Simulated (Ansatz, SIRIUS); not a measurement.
Cost and result for the bulk modulus of GaN

Symmetry: F-43m, No. 216, cubic system. Conventional cell: a = 4.507 Å, b = 4.507 Å, c = 4.507 Å, α = 90.00°, β = 90.00°, γ = 90.00°. Ga (site symmetry -43m) has 4 N at 1.95 Å as nearest neighbours. N (site symmetry -43m) has 4 Ga at 1.95 Å as nearest neighbours.

The cell is a database's computed one, not the measured one.

```csv
rung,level,program and potentials,cutoff (eV),k mesh,smearing,core time,chip,bulk modulus (GPa),notes
GGA + dispersion,PBE+D3(BJ),"Ansatz, Ansatz PAW",420,10 × 10 × 10,fermi-dirac 0.05,9.9 s,Arm Neoverse V2,180.8,-
GGA + dispersion,BLYP+D3(BJ),"Ansatz, Ansatz PAW",420,10 × 10 × 10,fermi-dirac 0.05,11 s,Intel Xeon Platinum 8375C Ice Lake,175.0,"potentials made for PBE, which Ansatz adapts in part"
meta-GGA,m-r2SCAN,"Ansatz, Ansatz PAW",500,10 × 10 × 10,fermi-dirac 0.05,14 s,INTEL XEON PLATINUM 8581C Emerald Rapids,196.5,"potentials made for PBE, which Ansatz adapts in part"
LDA,LDA,"Ansatz, PseudoDojo LDA",1143,10 × 10 × 10,fermi-dirac 0.05,16 s,INTEL XEON PLATINUM 8581C Emerald Rapids,202.7,-
GGA,PBE,"Ansatz, Ansatz NC",1240,10 × 10 × 10,fermi-dirac 0.05,27 s,AMD EPYC 7B13 Zen 3,172.2,-
GGA,PBE,"Ansatz, Ansatz PAW accurate",1300,10 × 10 × 10,fermi-dirac 0.05,83 s,Arm Neoverse V1,172.0,-
GGA,PBE,"SIRIUS, PseudoDojo 0.4.1 PBE standard (scalar relativistic)",1152,10 × 10 × 10,fermi-dirac 0.05,5.5 min,Arm Neoverse V1,(a),-
```

Times are single runs on shared hosts and different chips, so they are rough; meshes, cutoffs and the tasks' sizes weigh on the time. Task: equation of state. All rows: no spin polarisation. m-r2SCAN is the variant of Desmarais and co-workers (2025). Smearing widths are in eV. Meshes are those of the run's cell of 2 atoms unless a note names another. Runs on faulty files, with rough fits or with known faults for this quantity aren't shown. No row holds spin-orbit coupling.

Problem. Estimate the value left out from the other rows.

Solution. (a) 172.3 GPa.
